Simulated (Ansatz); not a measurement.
# GdO: how the settings move a single-point run

How sensitive is a single-point run of GdO to its settings? A reference run comes first, then one run with altered input.

Computed with Ansatz 0.2.0 (reference: DFT, PBE, PAW with Ansatz's default frozen-core files, scalar-relativistic, unless a step's input says otherwise).

**1. The system as given**

It takes space group F-43m (No. 216, cubic). The conventional cell has a = 5.400 Å, b = 5.400 Å, c = 5.400 Å, α = 90.00°, β = 90.00°, γ = 90.00°. Around Gd (site symmetry -43m) lie 4 O at 2.34 Å. O (site symmetry -43m) has 4 Gd at 2.34 Å as nearest neighbours.

Coordinates:

```
CELL_PARAMETERS angstrom
0.00000 2.70000 2.70000
2.70000 0.00000 2.70000
2.70000 2.70000 0.00000
ATOMIC_POSITIONS crystal
Gd 0.00000 0.00000 0.00000
O 0.25000 0.25000 0.25000
```

**2. Reference**

Input file input.yaml:

```yaml
crystal:
  lattice:
    - [0.0, 2.7, 2.7]
    - [2.7, 0.0, 2.7]
    - [2.7, 2.7, 0.0]
  atoms:
    - { symbol: Gd, position: [0.0, 0.0, 0.0], spin: 7.0 }
    - { symbol: O, position: [0.25, 0.25, 0.25] }
magnetization:
  spin_polarized: true
kpoints:
  mp_grid: { grid: [12, 12, 12] }
scf:
  occupations: { method: fermi_dirac, width: 0.03 }
hamiltonian:
  xc: pbe
  pseudopotentials: { kind: paw }
output:
  forces: true
  stress: true
  eigenvalues: true
  hubbard: { sites: [{ species: Gd, l: f }] }
  populations: true
```

On the command line:

```
$ ansatz run input.yaml --threads 1 --pin off --max-ram 3072MiB --backend cpu --events-out ev --progress --plain --runs-dir out
```

**3. Variant: mixing.algorithm msr1, mixing.beta 0.2, preconditioner ldos, xc rpbe**

input.yaml, as its differences from that of step 2:

```diff
@@ -14,4 +14,5 @@
   occupations: { method: fermi_dirac, width: 0.03 }
+  mixing: { algorithm: msr1, beta: 0.2, preconditioner: ldos }
 hamiltonian:
-  xc: pbe
+  xc: rpbe
   pseudopotentials: { kind: paw }
@@ -21,3 +22,2 @@
   eigenvalues: true
-  hubbard: { sites: [{ species: Gd, l: f }] }
   populations: true
```

What does the calculation give? Wanted: for each run, ending; energy change; pressure; abs. moment; force.

**Answer**, as computed:

```
                                                                    run     ending   energy change  pressure (GPa)  abs. moment (μB)  force (eV/Å)  cycles  time
                                                              reference  converged               -            -0.7              7.58          0.00      12  25 s
1: mixing.algorithm msr1, mixing.beta 0.2, preconditioner ldos, xc rpbe  converged  not comparable             2.0              7.68          0.00      13  25 s
```

Times don't compare one to one where runs were asked for different outputs or read a saved state (see the inputs); cycles may leave out searches for a lower state.

Residual by cycle in the longest SCF loop of each run; runs are numbered as in the table. The quantity is the density residual dr2, in eV.

```
cycle  reference    run 1
    1        3.4     3.32
    2      0.636     1.49
    3      0.203   0.0468
    4     0.0257  0.00665
    5     0.0101  0.00434
    6    0.00746  0.00147
    8     1.9e-4   2.4e-4
    9     2.2e-5   6.1e-6
   10     1.7e-6   3.6e-6
   11     2.4e-7   4.0e-7
   12     7.5e-8   1.5e-8
   13          -   4.0e-9
```

Total energies don't compare across a change of functional; the pressure goes from -0.7 to 2.0 GPa and the absolute moment goes from 7.58 to 7.68 μB. At this fixed cell a higher pressure means that this functional prefers a larger volume than the reference.
